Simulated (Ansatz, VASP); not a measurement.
# GaN in two plane-wave programs, part 2 of 2

One calculation is typed for both programs; each brings its own data sets. How far apart do they land? The cell is taken from a series of runs on this material, whose earlier steps may have relaxed, scaled, displaced or heated it; both programs get it as it stands.

VASP 6.6.1 and Ansatz 0.2.0.

So far. Step 5 (VASP: single point, LDA, pair 2): The run ends at a pressure of -3.63 GPa.

## 6. Ansatz: single point, LDA, pair 2

Level of this step: Ansatz beside VASP: Kohn-Sham DFT, plane waves, LDA (Ansatz).

The same cell, functional (in two slightly different forms) and mesh now go to Ansatz, which takes its cutoff from its data sets.

The cell is taken from a series of runs on this material, whose earlier steps may have relaxed, scaled, displaced or heated it; both programs get it as it stands.

The input, input.yaml:

```yaml
crystal:
  lattice:
    - [0.0, 2.2309656039, 2.2754381393]
    - [2.2309656039, 0.0, 2.2754381393]
    - [2.2309656039, 2.2309656039, 0.0]
  atoms:
    - { symbol: Ga, position: [0.0, 0.0, 0.0] }
    - { symbol: "N", position: [0.25, 0.25, 0.25] }
kpoints:
  mp_grid: { grid: [8, 8, 8] }
hamiltonian:
  xc: lda
scf:
  occupations: { method: fixed }
  n_extra_bands: 30
output:
  wannier:
    kmesh: [8, 8, 8]
    projections:
      - { species: Ga, l: s, shell: 4 }
      - { species: Ga, l: p, shell: 4 }
      - { species: "N", l: p, shell: 2 }
    minimise: false
    seedname: w
    disentanglement: { window: [2.1, 25.02], frozen_window: [2.1, 14.24] }
```

Launch:

```console
$ ansatz run input.yaml --threads 14 --pin off --max-ram 73728MiB --backend cpu --events-out ev --progress --plain --runs-dir out
```

Numbers of over 12 decimals in the logs are rounded to 6 here.

Log:

```text
[...]
Crystal: 2 atoms, lattice volume = 22.651 Å³
Basis set: ecut = 420 eV, 443 PW (Γ)
Bands: 39, of which v1, the nominal top of the filled ones, is band 9 counted from 1 (8 counted from 0)
Symmetry: 8 space group operations
[...]
k-points: 59 of 512 (time reversal used)
[...]
--- Band table (eV; the first three rows and the last of 59) ---
  k-point 0: bands = [... 5 lower, -3.8322, 9.3754, 9.4729, 9.4729, 11.2383, 19.6070, 19.6070, 19.6609, ... 26 higher]
  k-point 1: bands = [... 5 lower, -3.8347, 7.9177, 9.2351, 9.3137, 12.3568, 18.9052, 19.8679, 19.8699, ... 26 higher]
  k-point 2: bands = [... 5 lower, -3.7623, 5.5520, 8.8505, 8.9616, 13.5105, 18.0974, 20.0295, 20.1663, ... 26 higher]
  k-point 58: bands = [... 5 lower, -2.0303, 3.0400, 6.7751, 6.7751, 12.7934, 16.1885, 20.8285, 23.3604, ... 26 higher]
[key lines of the parts left out:]
SCF converged after 6 iterations
Free energy (F): -4082.072422 eV
Fermi energy:    9.472905 eV
```

## 7. Side by side

Both answers:

| quantity | Ansatz | VASP | difference |
| --- | --- | --- | --- |
| gap on the k mesh (eV) | 1.765 | 1.782 | -0.016 |

A gap on the mesh is an upper bound, since the band edges may lie between its points.

## 8. VASP: single point, LDA, pair 3

A single point gives forces, pressure and levels at one fixed geometry, so differences don't come from the geometry; what else differs is listed under the comparison. The cell compared in this pair holds 23.33 Å³, against 22.65 Å³ for the pair before.

The input, INCAR:

```
SYSTEM = GaN
PREC = Accurate
ENCUT = 520
EDIFF = 1E-06
NELM = 120
ISMEAR = 0
SIGMA = 0.01
LREAL = .FALSE.
ALGO = Normal
GGA = CA
NBANDS = 15
LORBIT = 11
LWAVE = .FALSE.
LCHARG = .FALSE.
ISIF = 2
LASPH = .TRUE.
GGA_COMPAT = .FALSE.
EFERMI = MIDGAP
```

The input, POSCAR:

```
GaN
1.0
    0.0000000000      2.2985706222      2.2082792674
    2.2985706222      0.0000000000      2.2082792674
    2.2985706222      2.2985706222      0.0000000000
Ga N
1 1
Direct
    0.0000000000      0.0000000000      0.0000000000
    0.2500000000      0.2500000000      0.2500000000
```

The input, KPOINTS:

```
Automatic mesh
0
Gamma
8 8 8
0 0 0
```

The projector-augmented-wave data sets are Ga_d and N (LDA family, release 64).

Launch:

```console
$ mpirun -np 1 vasp_std
```

Log:

```text
[... set-up lines as in an earlier step ...]
 entering main loop
       N       E                     dE             d eps       ncg     rms          rms(c)
DAV:   1     0.831609048664E+02    0.83161E+02   -0.95474E+03  1970   0.214E+03
DAV:   2    -0.982431306743E+01   -0.92985E+02   -0.87591E+02  2001   0.345E+02
DAV:   3    -0.158115016414E+02   -0.59872E+01   -0.59618E+01  2015   0.733E+01
DAV:   4    -0.158773066295E+02   -0.65805E-01   -0.65773E-01  2214   0.813E+00
[...]
DAV:  11    -0.139030498115E+02    0.10578E-03   -0.32654E-04  2715   0.352E-01    0.332E-02
DAV:  12    -0.139030513795E+02   -0.15679E-05   -0.19456E-05  1938   0.431E-02    0.389E-03
DAV:  13    -0.139030514641E+02   -0.84622E-07   -0.51382E-07  1403   0.777E-03
   1 F= -.13903051E+02 E0= -.13903051E+02  d E =0.000000E+00
```

OUTCAR, selected parts (step 8):

```text
  Total       -1.5292276     -1.5292276     -0.8167127      0.0000000      0.0000000      0.0000000
  in kB     -104.9984798   -104.9984798    -56.0764071      0.0000000      0.0000000      0.0000000
  external PRESSURE =     -88.6911222 kB  Pullay stress =       0.0000000 kB

 POSITION                                       TOTAL-FORCE (eV/Angst)
 -----------------------------------------------------------------------------------
      0.00000      0.00000      0.00000        -0.000000     -0.000000     -0.000000
      1.14929      1.14929      1.10414         0.000000      0.000000      0.000000
 -----------------------------------------------------------------------------------
    total drift:                                0.000002      0.000002      0.000003

  FREE ENERGIE OF THE ION-ELECTRON SYSTEM (eV)
  ---------------------------------------------------
  free  energy   TOTEN  =       -13.9030514641 eV

  energy  without entropy=      -13.9030514641  energy(sigma->0) =      -13.90305146

[... 1 part as in an earlier step ...]

[... 2 further parts left out ...]
[key lines of the parts left out:]
E-fermi :   5.6870
```

The run ends at a pressure of -8.87 GPa.

## 9. Ansatz: single point, LDA, pair 3

The same cell, functional (in two slightly different forms) and mesh now go to Ansatz, which takes its cutoff from its data sets.

The cell is taken from a series of runs on this material, whose earlier steps may have relaxed, scaled, displaced or heated it; both programs get it as it stands.

Edit input.yaml of step 6 so:

```diff
@@ -2,5 +2,5 @@
   lattice:
-    - [0.0, 2.2309656039, 2.2754381393]
-    - [2.2309656039, 0.0, 2.2754381393]
-    - [2.2309656039, 2.2309656039, 0.0]
+    - [0.0, 2.2985706222, 2.2082792674]
+    - [2.2985706222, 0.0, 2.2082792674]
+    - [2.2985706222, 2.2985706222, 0.0]
   atoms:
@@ -24,2 +24,2 @@
     seedname: w
-    disentanglement: { window: [2.1, 25.02], frozen_window: [2.1, 14.24] }
+    disentanglement: { window: [1.85, 24.23], frozen_window: [1.85, 13.59] }
```

Launch:

```console
$ ansatz run input.yaml --threads 14 --pin off --max-ram 73728MiB --backend cpu --events-out ev --progress --plain --runs-dir out
```

Log:

```text
[...]
Crystal: 2 atoms, lattice volume = 23.335 Å³
Basis set: ecut = 420 eV, 459 PW (Γ)
Bands: 39, of which v1, the nominal top of the filled ones, is band 9 counted from 1 (8 counted from 0)
Symmetry: 8 space group operations
[...]
k-points: 59 of 512 (time reversal used)
[...]
--- Band table (eV; the first three rows and the last of 59) ---
  k-point 0: bands = [... 5 lower, -4.2839, 8.9319, 8.9319, 9.1051, 10.5911, 18.9219, 19.0358, 19.0358, ... 26 higher]
  k-point 1: bands = [... 5 lower, -4.2863, 7.4589, 8.7572, 8.9026, 11.7362, 18.2514, 19.2223, 19.2590, ... 26 higher]
  k-point 2: bands = [... 5 lower, -4.1650, 5.1561, 8.3720, 8.5784, 12.8719, 17.4452, 19.3046, 19.6407, ... 26 higher]
  k-point 58: bands = [... 5 lower, -2.2514, 3.1496, 6.1308, 6.1308, 12.0881, 14.9279, 20.7106, 22.3913, ... 26 higher]
[key lines of the parts left out:]
SCF converged after 6 iterations
Free energy (F): -4082.034201 eV
Fermi energy:    9.105132 eV
```

## 10. Side by side

The two programs side by side:

| quantity | Ansatz | VASP | difference |
| --- | --- | --- | --- |
| gap on the k mesh (eV) | 1.486 | 1.502 | -0.016 |

A gap on the mesh is an upper bound, since the band edges may lie between its points.

## 11. Outcome

```yaml
difference_in_gap_on_the_k_mesh_single_point_lda_pair_1: -0.015 eV
difference_in_gap_on_the_k_mesh_single_point_lda_pair_2: -0.016 eV
difference_in_gap_on_the_k_mesh_single_point_lda_pair_3: -0.016 eV
```

**Reading.** The difference in gap on the k mesh is -0.016 eV (single point, LDA, pair 2), within the 0.08 eV picked in this series as the mark of a large difference. 5 further runs of this series are not shown here. How closely two codes agree says nothing of how well the functional describes the real material.

[Lines on the potential files, build, host, timing and source positions are cut from VASP's logs without a mark.]

[Logs are printed without paths, hosts, clocks, repeated set-up lines and the standing remarks that a program may print on its own settings, such as how far it seeks lower states.]

[Hosts, paths, dates, database ids (printed as entryN), source tags and the programs' standing remarks are cut or masked in the printed files.]
